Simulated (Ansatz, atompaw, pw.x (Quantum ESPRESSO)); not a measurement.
pw.x on diamond K: one setting changed

Potential: PAW, atompaw 4.2.0.5, PBE; core [Ne], reference 3s2 3p6 4s1 4p0; waves: 3s (bound): rc 1.95 bohr; 4s (bound): rc 1.44 bohr; 3p (bound): rc 2.05 bohr; 4p (bound, empty): rc 2.65 bohr; 3d channel at -0.05 Ry: rc 2.65 bohr; local part: troulliermartins scheme with l = 3 at 0 Ry, radius 2.55 bohr; core correction: smooth core density matched at 2.40 bohr; augmentation: besselshape compensation charge, radius 2.00 bohr; PAW radius 2.65 bohr; waves and projectors: custom polynom2 7 10 vanderbiltortho.

The reference run (k-mesh 8³, cutoffs 40/400 Ry, Fermi–Dirac 0.01 Ry, mixing_beta 0.4, conv_thr 1e-9, no spin) gives 0.00 GPa at 112.349 Å³/atom, where all-electron LAPW gives -0.00 GPa. This run, with its own iteration cap, changes mixing_ndim to 4.

```
&control
  calculation='scf', prefix='x', pseudo_dir='./', outdir='./tmp', tstress=.true., disk_io='none'
/
&system
  ibrav=0, nat=2, ntyp=1, ecutwfc=40, ecutrho=400, nbnd=17,
  occupations='smearing', smearing='fd', degauss=0.01
/
&electrons
  conv_thr=1e-09, mixing_beta=0.4, electron_maxstep=60, mixing_ndim=4
/
ATOMIC_SPECIES
K 1.0 K.UPF
CELL_PARAMETERS angstrom
  0.00000000 4.82528612 4.82528612
  4.82528612 0.00000000 4.82528612
  4.82528612 4.82528612 0.00000000
ATOMIC_POSITIONS crystal
K 0.0000 0.0000 0.0000
K 0.2500 0.2500 0.2500
K_POINTS automatic
8 8 8 0 0 0
```

```bash
pw.x < K.scf.in > K.scf.out
```

Q: How does the run end?

A: It converges in 9 iterations; the free energy moves by +0.0 meV/atom and the pressure by +0.00 GPa. The result is that of the reference run.

```
Message from routine setup:
     using ibrav=0 with symmetry is DISCOURAGED, use correct ibrav instead
     lattice parameter (alat)  =      12.8955  a.u.
     unit-cell volume          =    1516.3373 (a.u.)^3
     number of electrons       =        18.00
     number of Kohn-Sham states=           17
     kinetic-energy cutoff     =      40.0000  Ry
     charge density cutoff     =     400.0000  Ry
     scf convergence threshold =      1.0E-09
     Exchange-correlation= SLA PW PBX PBC
     number of k points=    29  Fermi-Dirac smearing, width (Ry)=  0.0100
     iteration #  1     ecut=    40.00 Ry     beta= 0.40
     c_bands:  1 eigenvalues not converged
     total energy              =    -225.98284475 Ry
     estimated scf accuracy    <       0.00330997 Ry
     iteration #  2     ecut=    40.00 Ry     beta= 0.40
     total energy              =    -225.98290460 Ry
     estimated scf accuracy    <       0.00051148 Ry
     iteration #  3     ecut=    40.00 Ry     beta= 0.40
     total energy              =    -225.98299335 Ry
     estimated scf accuracy    <       0.00008212 Ry
     [... 3 iterations left out ...]
     iteration #  7     ecut=    40.00 Ry     beta= 0.40
     total energy              =    -225.98300579 Ry
     estimated scf accuracy    <          3.3E-09 Ry
     iteration #  8     ecut=    40.00 Ry     beta= 0.40
     total energy              =    -225.98300580 Ry
     estimated scf accuracy    <          2.4E-09 Ry
     iteration #  9     ecut=    40.00 Ry     beta= 0.40
     the Fermi energy is     0.3847 ev
!    total energy              =    -225.98300580 Ry
     estimated scf accuracy    <          6.6E-11 Ry
     smearing contrib. (-TS)   =      -0.00747970 Ry
     convergence has been achieved in   9 iterations
          total   stress  (Ry/bohr**3)                   (kbar)     P=       -0.00
     Message from routine punch:
     Nothing written, as per user request (disk_io='none')
```

The run took about 54 s on one core of a shared server CPU.
